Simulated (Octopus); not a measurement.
FeO (Wuestite) in Octopus: the effect of starting spin order

The system is FeO (Wuestite).

```
CELL_PARAMETERS angstrom
1.51882 0.87689 2.51958
-1.51882 0.87689 2.51958
0.00000 -1.75378 2.51958
ATOMIC_POSITIONS crystal
Fe 0.00000 0.00000 0.00000
O 0.50000 0.50000 0.50000
```

Alike in all runs:

```yaml
Program: Octopus 16.4
Task: single point
Functional: PBE
Potentials_or_basis: pseudodojo_pbe (PseudoDojo 0.5, PBE)
Grid_spacing: 0.146 Å
k_mesh: 7 × 7 × 7
Occupations: fermi-dirac, width 0.05 eV
```

Problem. One run gave: energy over the lowest run 888.5 meV/atom; final net moment 0.00 μB; final largest site moment 0.00 μB. Which starting spin order did it use?
A. ferromagnetic start larger moments
B. ferromagnetic start
C. random start
D. no spin

Solution. D.

```csv
starting spin order,energy over the lowest run (meV/atom),final net moment (μB),final largest site moment (μB)
ferromagnetic start,0.0,4.00,3.72
ferromagnetic start larger moments,0.0,4.00,3.72
no spin,888.5,0.00,0.00
random start,0.0,-4.00,3.72
```

Caveats: all runs use coarse meshes; a cell with one magnetic atom can't hold antiferromagnetic order, which such compounds often take (some runs).
